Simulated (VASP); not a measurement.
Input of a VASP 6.6.1 run:

INCAR

```
PREC = Accurate
ENCUT = 600
EDIFF = 1E-8
ISMEAR = 0
SIGMA = 0.03
LREAL = F
LASPH = T
NELM = 80
ALGO = Normal
ISIF = 2
LWAVE = F
LCHARG = F
GGA = CA
LEPSILON = T
```

Contents of KPOINTS:

```
Automatic mesh
0
Monkhorst-Pack
  16 16 16
```

POSCAR

```
CaO                                     
1.0
    0.0000000000      2.3590648886      2.3590648886
    2.3590648886      0.0000000000      2.3590648886
    2.3590648886      2.3590648886     -0.0000000000
  Ca              O             
     1     1
Direct
     1.0000000000000000    1.0000000000000000    1.0000000000000000
     0.5000000000000000    0.5000000000000000    0.5000000000000000
```

Potentials or basis: VASP PAW LDA potentials, release 64 (Ca_sv, O).

Run with:

```console
$ cat potpaw_LDA.64/Ca_sv/POTCAR potpaw_LDA.64/O/POTCAR > POTCAR
$ mpirun -np 1 vasp_std > vasp.out
```

Question: Predict the electronic dielectric tensor (diagonal).

Answer: 3.88.

Question: Predict the Born charges (mean of the diagonal).

Answer: Ca +2.37; O -2.37 e.

Electronic dielectric tensor:
```
3.88 0.00 0.00
0.00 3.88 0.00
0.00 0.00 3.88
```
